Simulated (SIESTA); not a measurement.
Wanted: the native input for a SIESTA 5.4.2 run.

* Task: single point
* Functional: PBE
* Potentials or basis: PseudoDojo 0.4 standard (PBE files)
* Basis: DZP (energy shift 0.003 Ry; two zetas on semicore shells)
* Grid cutoff: 800 Ry
* Energy shift: 0.003 Ry
* k mesh: 9 × 9 × 9
* Occupations: fermi-dirac, width 0.05 eV
* Spin: no spin polarisation

SnO2:

```
Sn O
1.0
    -2.00007    2.00007    5.12368
     2.00007   -2.00007    5.12368
     2.00007    2.00007   -5.12368
Sn O
2 4
Direct
  0.00000 0.00000 0.00000
  0.75000 0.25000 0.50000
  0.54652 0.04652 0.50000
  0.20348 0.20348 0.00000
  0.95348 0.45348 0.50000
  0.79652 0.79652 0.00000
```

Measurements of this composition are mostly on another form, of space group No. 136.

These files were run (other wordings do the same):

SnO2.fdf

```
SystemName                      SnO2
SystemLabel                     SnO2
NumberOfSpecies                 2
NumberOfAtoms                   6
%block ChemicalSpeciesLabel
  1  50 Sn
  2   8 O
%endblock ChemicalSpeciesLabel

UseStructFile                   true

%block kgrid.MonkhorstPack
    9   0   0  0.0
    0   9   0  0.0
    0   0   9  0.0
%endblock kgrid.MonkhorstPack
XC.Functional                   GGA
XC.Authors                      PBE
PAO.BasisSize                   DZP
PAO.EnergyShift                 0.003 Ry
Mesh.Cutoff                     800 Ry
OccupationFunction              FD
ElectronicTemperature           0.05 eV
MaxSCFIterations                120
SCF.MustConverge                false
SCF.Mixer.Method                Pulay
SCF.Mixer.Weight                0.25
SCF.Mixer.History               8
SCF.DM.Tolerance                5.0e-05
SCF.H.Tolerance                 1.0e-03 eV
WriteForces                     true
Charge.Mulliken                 end
Charge.Hirshfeld                end
Charge.Voronoi                  end
SaveRho                         true
SaveElectrostaticPotential      true
%block PAO.Basis
  Sn 4
  n=5 0 2
    6.432 0.000
  n=5 1 2
    8.686 0.000
  n=4 2 2
    3.759 0.000
  n=5 2 1
    8.686
%endblock PAO.Basis
```

SnO2.STRUCT_IN

```
  -2.0000686112     2.0000686112     5.1236788559
   2.0000686112    -2.0000686112     5.1236788559
   2.0000686112     2.0000686112    -5.1236788559
6
1  50    0.0000000000     0.0000000000     0.0000000000
1  50    0.7500000000     0.2500000000     0.5000000000
2   8    0.5465225900     0.0465225900     0.5000000000
2   8    0.2034774100     0.2034774100     0.0000000000
2   8    0.9534774100     0.4534774100     0.5000000000
2   8    0.7965225900     0.7965225900     0.0000000000
```

Potentials or basis: PseudoDojo 0.4 standard (PBE files), DZP (energy shift 0.003 Ry; two zetas on semicore shells).

Run with:

```console
$ siesta SnO2.fdf > SnO2.out 2>&1
```

It gave:

| Quantity | Value |
| --- | --- |
| Pressure | 12.4 GPa |
| Largest force | 0.123 eV/Å |
| Band gap on the k mesh | 1.41 eV, indirect (least direct gap 1.74 eV) |
| Hirshfeld charges | Sn +0.60; O -0.30 e |
| Voronoi charges | Sn +0.58; O -0.29 e |

Caveat: Mulliken charges of long-ranged orbitals can have an unphysical sign; spin-orbit coupling is left out, which moves the levels of the heavy elements; an odd mesh through Γ misses points on the zone boundary, where band edges often lie; the basis of atomic orbitals isn't converged, which shifts pressures, moduli and gaps.

It took 2.4 min on 1 thread of AMD EPYC 9R45 96-Core Processor (Zen 5), with other jobs on the host, peak memory 0.53 GiB.
